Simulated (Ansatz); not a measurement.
LiBr (rocksalt), relaxed with r2SCAN: the symmetry is Fm-3m (No. 225, cubic); conventional cell a = 5.479 Å, 20.56 Å³ an atom. Li has 6 Br at 2.74 Å; Br has 6 Li at 2.74 Å. One-shot G0W0@PBE in the PAW code Ansatz on a 6×6×6 mesh (contour deformation, no spin-orbit coupling), from a PBE gap of 4.991 eV over the mesh points (the G0W0 gap is direct on the mesh); the number N of bands summed and the screening cutoff rise together. The values are computed, spin-unpolarised, and not measurements.

```
  N  cutoff (eV)  1000/N  G0W0 gap (eV)
 98          100  10.204          7.081
230          180   4.348          7.258
```

Q: Lay a straight line in 1000/N through these rows.

A: The slope is -0.0302 eV per unit of 1000/N and the intercept 7.389 eV.

Q: Predict the gap at N = 442 (260 eV).

A: 7.389 + (-0.0302) × 2.262 = 7.321 eV; the run gives 7.316 eV, -0.005 eV from the line.

Q: With that run's result added, what limit do the last two rows suggest?

A: Their slope is (7.316 − 7.258)/(2.262 − 4.348) = -0.0278, which meets 1/N = 0 at 7.38 eV, against 7.389 eV from the first line. The two lines nearly agree; the k mesh isn't extrapolated.

Spin-orbit coupling is left out.
